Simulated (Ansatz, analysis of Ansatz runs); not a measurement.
# A hop of O in SnO2 (P4_2/mnm), charge +2, part 3 of 4

How high is the barrier when O changes place in SnO2 (P4_2/mnm)? The case: V_O hop (2.6 Å), charge +2, in a cell of 72 host atoms with 1 O taken out.

Ansatz 0.2.0; plane-wave PAW DFT, PBEsol; nudged elastic band between two relaxed defect structures at fixed charge in a uniform background.

So far, barrier forward (eV): step 4 (nudged elastic band, charge +2) 1.21.

## (5) Single point at the start point, PBEsol, denser k-mesh

Three single points on a mesh of more k-points (start, top, end) test the sampling. The start is shown; top and end are run alike.

This step: plane-wave PAW DFT, PBEsol; single point of a defect supercell on a structure of the PBEsol path.

Contents of qp2.start.mesh/input.yaml:

```yaml
crystal:
  lattice:
    - [9.53680188, 0.0, 0.0]
    - [0.0, 9.53680188, 0.0]
    - [0.0, 0.0, 9.63728464]
  atoms:
    - { symbol: Sn, position: [0.24859989, 0.25087135, 0.16641327] }
    - { symbol: Sn, position: [0.00536836, -0.0052223, 0.00017504] }
[... 4 atom lines left out ...]
    - { symbol: Sn, position: [0.24868746, 0.24994426, 0.50017204] }
[... 4 atom lines left out ...]
    - { symbol: O, position: [0.34651817, 0.35430999, 0.33612618] }
[... 5 atom lines left out ...]
    - { symbol: O, position: [0.34652345, 0.35442452, 0.66419623] }
[... 3 atom lines left out ...]
    - { symbol: O, position: [0.40531789, 0.59480228, 0.16946335] }
[... 10 atom lines left out ...]
    - { symbol: O, position: [0.40532248, 0.59480511, 0.83088309] }
[... 8 atom lines left out ...]
    - { symbol: Sn, position: [0.74949118, 0.25065537, 0.50017217] }
[... 1 atom line left out ...]
    - { symbol: O, position: [0.58739293, 0.41277314, 0.50017257] }
[... 15 atom lines left out ...]
    - { symbol: Sn, position: [0.75020224, 0.75145692, 0.50017312] }
    - { symbol: Sn, position: [0.51300141, 0.48707172, 0.31904041] }
[... 2 atom lines left out ...]
    - { symbol: O, position: [0.64570535, 0.6536433, 0.33614672] }
[... 2 atom lines left out ...]
    - { symbol: Sn, position: [0.5130774, 0.48714259, 0.68130748] }
[... 2 atom lines left out ...]
    - { symbol: O, position: [0.64582632, 0.65363802, 0.66422291] }
    - { symbol: O, position: [0.84519876, 0.84725069, 0.66715619] }
total_charge: 2
basis:
  ecutwfc: 420
  xc_grid: 2
hamiltonian:
  xc: pbesol
kpoints:
  mp_grid: { grid: [2, 2, 2], shift: [0.5, 0.5, 0.5] }
scf:
  occupations: { method: fixed }
  max_iter: 120
output:
  forces: true
  eigenvalues: true
checkpoint:
  write: "../qp2.start.mesh.run"
  compress: false
  write_wavefunctions: false
  write_every: 100000
```

The run is started by

```sh
$ ansatz run input.yaml --threads 4 --pin off --max-ram 14131MiB --backend cpu --events-out ev --progress --plain --runs-dir out
```

Numbers of over 12 decimals in the logs are rounded to 6 here.

Log:

```text
[...]
Crystal: 71 atoms, lattice volume = 876.517 Å³
Basis set: ecut = 420 eV, 17113 PW (Γ), exchange–correlation on 128×128×144 points (8 copies of the dense FFT grid, shifted against one another)
Bands: 379, of which v1, the nominal top of the filled ones, is band 308 counted from 1 (307 counted from 0)
Symmetry: 1 space group operations
[...]
k-points: 4 of 8 (time reversal used)
[...]
SCF iter   1: F=—  HF=-169175.813165 eV  |F-HF|=—  |Δ(HF+E_count)|=         —  Δρ=1.32e-2  dr2=1.57e0  ethr=1.77e-3  ⟨swp⟩=4.0  Hψ=5508  notcnv=0  defer=276
[...]
SCF iter   3: F=—  HF=-169175.357168 eV  |F-HF|=—  |Δ(HF+E_count)|=   2.73e-2  Δρ=1.50e-3  dr2=3.25e-2  ethr=1.59e-5  ⟨swp⟩=2.0  Hψ=1990  notcnv=0  defer=188
[...]
--- Forces (eV/Å), atoms counted from 1 ---
  atom   1  Sn     0.00236721    -0.00012696     0.00170686
  atom   2  Sn     0.00107010    -0.00092320     0.00000612
  [... 4 atoms left out ...]
  atom   7  Sn     0.00345327     0.00369811     0.00015994
  [... 4 atoms left out ...]
  atom  12  O     -0.00610739    -0.00313250    -0.00033761
  [... 5 atoms left out ...]
  atom  18  O     -0.00762419    -0.00775841    -0.00049238
  [... 23 atoms left out ...]
  atom  42  Sn    -0.00174272     0.00189022    -0.00001039
  [... 1 atom left out ...]
  atom  44  O      0.00782670    -0.00802376    -0.00005782
  [... 15 atoms left out ...]
  atom  60  Sn    -0.00411165    -0.00340641     0.00029992
  atom  61  Sn    -0.00043141     0.00635056     0.00550625
  [... 2 atoms left out ...]
  atom  64  O      0.00766456     0.00705737     0.00068551
  [... 2 atoms left out ...]
  atom  67  Sn    -0.00614494     0.00086668    -0.00570591
  [... 2 atoms left out ...]
  atom  70  O      0.00315676     0.00624824     0.00027023
  [... 1 atom left out ...]
  max |Σ_I F_I| component: 3.45e-5 eV/Å
--- Band table (eV) ---
[...]
[... further k-points left out ...]
[key lines of the parts left out:]
SCF converged after 11 iterations
Free energy (F): -169175.347996 eV
Fermi energy:    8.821312 eV
```

It took 1.7 min on 4 threads of Arm Neoverse V1, shared host; peak memory 5.5 GiB; 6.9 min of CPU time.

Read from the output:

```
free energy : -169175.3480 eV
```

## (6) Barrier from single points, PBEsol, denser k-mesh

Analysis of the runs above: barrier from PBEsol single points on the PBEsol path.

It gives:

- barrier forward: 1.219 eV
- barrier backward: 1.219 eV
- end less start: -1.21e-6 eV

This gives 1.219 eV against the band's 1.212 eV (backward 1.219 against 1.212 eV). This mesh holds only the band's own point and its sign variants, so it tests the average over those and no finer sampling.

## (7) Single point at the start point, LDA

Three single points with LDA show how much the barrier depends on that choice; lattice and path are kept. The start is shown; top and end are run alike.

This step: plane-wave PAW DFT, LDA; single point of a defect supercell on a structure of the PBEsol path.

qp2.start.lda/input.yaml, as its differences from qp2.start.mesh/input.yaml of step 5:

```diff
@@ -37,5 +37,5 @@
 hamiltonian:
-  xc: pbesol
+  xc: lda
 kpoints:
-  mp_grid: { grid: [2, 2, 2], shift: [0.5, 0.5, 0.5] }
+  mp_grid: { grid: [1, 1, 1], shift: [0.25, 0.25, 0.25] }
 scf:
@@ -47,3 +47,3 @@
 checkpoint:
-  write: "../qp2.start.mesh.run"
+  write: "../qp2.start.lda.run"
   compress: false
```

Log:

```text
[...]
Crystal: 71 atoms, lattice volume = 876.517 Å³
Basis set: ecut = 420 eV, 17113 PW (Γ), exchange–correlation on 128×128×144 points (8 copies of the dense FFT grid, shifted against one another)
Bands: 379, of which v1, the nominal top of the filled ones, is band 308 counted from 1 (307 counted from 0)
Symmetry: 1 space group operations
[...]
k-points: 1
[...]
SCF iter   1: F=—  HF=-167228.243582 eV  |F-HF|=—  |Δ(HF+E_count)|=         —  Δρ=1.50e-2  dr2=2.12e0  ethr=1.77e-3  ⟨swp⟩=4.0  Hψ=1377  notcnv=0  defer=69
[...]
SCF iter  11: F=-167227.611900 eV  HF=-167227.611900 eV  |F-HF|=2.21e-9  |Δ(HF+E_count)|=   1.25e-8  Δρ=1.01e-6  dr2=8.67e-9  ethr=1.62e-11  ⟨swp⟩=4.0  Hψ=938  notcnv=0
SCF 1 converged in 11 iterations: F = -167227.611900 eV  dr2 = 8.67e-9
[...]
SCF converged after 11 iterations
Free energy (F): -167227.611900 eV
[...]
Internal energy: -167227.611900 eV  (E = F + TS)
E sigma→0 (E₀):  -167227.611900 eV
Fermi energy:    8.569525 eV
[...]
--- Forces (eV/Å), atoms counted from 1 ---
  atom   1  Sn    -0.01448189    -0.00701303    -0.00990737
  atom   2  Sn    -0.01719739     0.01733488     0.00000839
  [... 4 atoms left out ...]
  atom   7  Sn    -0.01258134     0.00094052     0.00021828
  [... 4 atoms left out ...]
  atom  12  O      0.00031959    -0.04635196    -0.01498837
  [... 5 atoms left out ...]
  atom  18  O     -0.00008959    -0.04631233     0.01537078
  [... 23 atoms left out ...]
  atom  42  Sn     0.02259683    -0.02244906    -0.00000774
  [... 1 atom left out ...]
  atom  44  O     -0.04132209     0.04107982    -0.00005750
  [... 15 atoms left out ...]
  atom  60  Sn    -0.00132497     0.01262174     0.00022854
  atom  61  Sn     0.04874988    -0.04843311    -0.10045169
  [... 2 atoms left out ...]
  atom  64  O      0.04628111    -0.00049346    -0.01517807
  [... 2 atoms left out ...]
  atom  67  Sn     0.04863516    -0.04831087     0.10025089
  [... 2 atoms left out ...]
  atom  70  O      0.04640458    -0.00020944     0.01491953
  [... 1 atom left out ...]
  max |Σ_I F_I| component: 1.73e-5 eV/Å
--- Band table (eV) ---
[...]
```

The job ended after 29 s (4 threads; peak memory 1.8 GiB; 1.9 min of CPU time).

This step gave:

```
free energy : -167227.6119 eV
```

## (8) Barrier from single points, LDA

Analysis of the runs above: barrier from LDA single points on the PBEsol path.

It gives:

```yaml
barrier_forward: 1.105 eV
barrier_backward: 1.105 eV
end_less_start: 1.11e-4 eV
```

This gives 1.105 eV against the band's 1.212 eV.

## (9) Single point at the start point, r2SCAN

Three single points with a meta-GGA, at its higher cutoff of 500 eV, show what it does to the barrier on the path found. The start is shown; top and end are run alike.

This step: plane-wave PAW DFT, r2SCAN; single point of a defect supercell on a structure of the PBEsol path.

qp2.start.r2scan/input.yaml, as its differences from qp2.start.lda/input.yaml of step 7:

```diff
@@ -34,6 +34,6 @@
 basis:
-  ecutwfc: 420
+  ecutwfc: 500
   xc_grid: 2
 hamiltonian:
-  xc: lda
+  xc: r2scan
 kpoints:
@@ -47,3 +47,3 @@
 checkpoint:
-  write: "../qp2.start.lda.run"
+  write: "../qp2.start.r2scan.run"
   compress: false
```

Log:

```text
[...]
Crystal: 71 atoms, lattice volume = 876.517 Å³
Basis set: ecut = 500 eV, 22271 PW (Γ), exchange–correlation on 144×144×144 points (8 copies of the dense FFT grid, shifted against one another)
Bands: 379, of which v1, the nominal top of the filled ones, is band 308 counted from 1 (307 counted from 0)
Symmetry: 1 space group operations
[...]
k-points: 1
[...]
SCF iter   1: F=—  HF=-171678.794391 eV  |F-HF|=—  |Δ(HF+E_count)|=         —  Δρ=1.60e-2  dr2=1.76e0  dr2_τ=3.13e0  ethr=1.77e-3  ⟨swp⟩=4.0  Hψ=1377  notcnv=0  defer=69
[...]
SCF iter   9: F=-171679.493230 eV  HF=-171679.493230 eV  |F-HF|=3.17e-8  |Δ(HF+E_count)|=   2.01e-9  Δρ=3.04e-6  dr2=5.64e-8  dr2_τ=7.23e-9  ethr=1.62e-11  ⟨swp⟩=13.0  Hψ=1983  notcnv=0
SCF 1 converged in 9 iterations: F = -171679.493230 eV  dr2 = 5.64e-8
[...]
SCF converged after 9 iterations
Free energy (F): -171679.493230 eV
[...]
Internal energy: -171679.493230 eV  (E = F + TS)
E sigma→0 (E₀):  -171679.493230 eV
Fermi energy:    8.513238 eV
[...]
--- Forces (eV/Å), atoms counted from 1 ---
  atom   1  Sn    -0.02350358    -0.01020496    -0.01691441
  atom   2  Sn    -0.02810586     0.02846105    -0.00000536
  [... 4 atoms left out ...]
  atom   7  Sn    -0.03288345    -0.00506516     0.00053480
  [... 4 atoms left out ...]
  atom  12  O      0.05902978     0.01847481     0.00668626
  [... 5 atoms left out ...]
  atom  18  O      0.05841544     0.01587910    -0.00994700
  [... 23 atoms left out ...]
  atom  42  Sn     0.02169835    -0.02154825    -0.00001210
  [... 1 atom left out ...]
  atom  44  O     -0.03147855     0.03118081    -0.00001883
  [... 15 atoms left out ...]
  atom  60  Sn     0.00463349     0.03292017    -0.00006666
  atom  61  Sn     0.01131060    -0.00834647    -0.07961778
  [... 2 atoms left out ...]
  atom  64  O     -0.01587699    -0.05898781     0.01011116
  [... 2 atoms left out ...]
  atom  67  Sn     0.00856138    -0.01086654     0.07939836
  [... 2 atoms left out ...]
  atom  70  O     -0.01838915    -0.05885004    -0.00677008
  [... 1 atom left out ...]
  max |Σ_I F_I| component: 1.26e-2 eV/Å
--- Band table (eV) ---
[...]
```

It took 42 s on 4 threads; peak memory 2.5 GiB.

Read from the output:

```
free energy : -171679.4932 eV
```

## (10) Barrier from single points, r2SCAN

Analysis of the runs above: barrier from r2SCAN single points on the PBEsol path.

It gives:

```yaml
barrier_forward: 1.222 eV
barrier_backward: 1.222 eV
end_less_start: 2.79e-4 eV
```

This gives 1.222 eV against the band's 1.212 eV.

[end of part 3 of 4]

[Logs are printed without paths, hosts, clocks, repeated set-up lines and the standing remarks that a program may print on its own settings, such as how far it seeks lower states.]

[Hosts, paths, dates, database ids (printed as entryN), source tags and the programs' standing remarks are cut or masked in the printed files.]
